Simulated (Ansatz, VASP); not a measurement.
## One calculation of MoS2, two programs

```xyz
6
Lattice="3.1690 0.0000 0.0000 -1.5845 2.7444 0.0000 0.0000 0.0000 12.3240" Properties=species:S:1:pos:R:3 pbc="T T T"
Mo    1.5845    0.9148    9.2430
Mo    0.0000    1.8296    3.0810
S     1.5845    0.9148    4.6461
S     0.0000    1.8296   10.8081
S     1.5845    0.9148    1.5159
S     0.0000    1.8296    7.6779
```

Alike in both runs: functional LDA; k mesh 10 × 10 × 3; occupations fermi-dirac, width 0.05 eV; no spin polarisation; Hubbard terms Mo d U = 1.0 eV.

|  | VASP | Ansatz |
| --- | --- | --- |
| version | VASP 6.6.1 | Ansatz 0.2.0 |
| potentials or method | VASP PAW LDA potentials, release 64 (Mo_sv, S) | Ansatz PAW |
| plane-wave cutoff (eV) | 520 | 420 |
| valence electrons in the cell | 52 | 52 |
| task | single point | projected density of states |

VASP gave:

| Property | Result |
| --- | --- |
| gap on the k mesh at the Fermi level (eV) | 0.86 |
| least direct gap on the mesh (eV) | 1.86 |
| pressure (GPa) | -5.0 |
| largest component of the traceless stress (GPa) | 0.31 |
| rms of the force components (eV/Å) | 0.189 |

**Question.** What did Ansatz give for the same quantities?

**Answer.** gap on the k mesh at the Fermi level (eV): 0.87; least direct gap on the mesh (eV): 1.83; pressure (GPa): -5.7; largest component of the traceless stress (GPa): 0.28; rms of the force components (eV/Å): 0.228.

The programs project onto different local orbitals, so the same U acts differently. Atom by atom the forces differ by 0.039 eV/Å (rms over components).

Caveats: an odd mesh through Γ misses points on the zone boundary, where band edges often lie (VASP); odd divisions of the mesh miss points on the zone boundary, where band edges often lie, so the gap on the mesh can be too wide (Ansatz); the PAW data sets come from PBE, with cores solved anew for the run's functional, which leaves a small shift of forces and pressure (Ansatz); the density of states is complete only up to the lowest level of the last band computed (Ansatz).
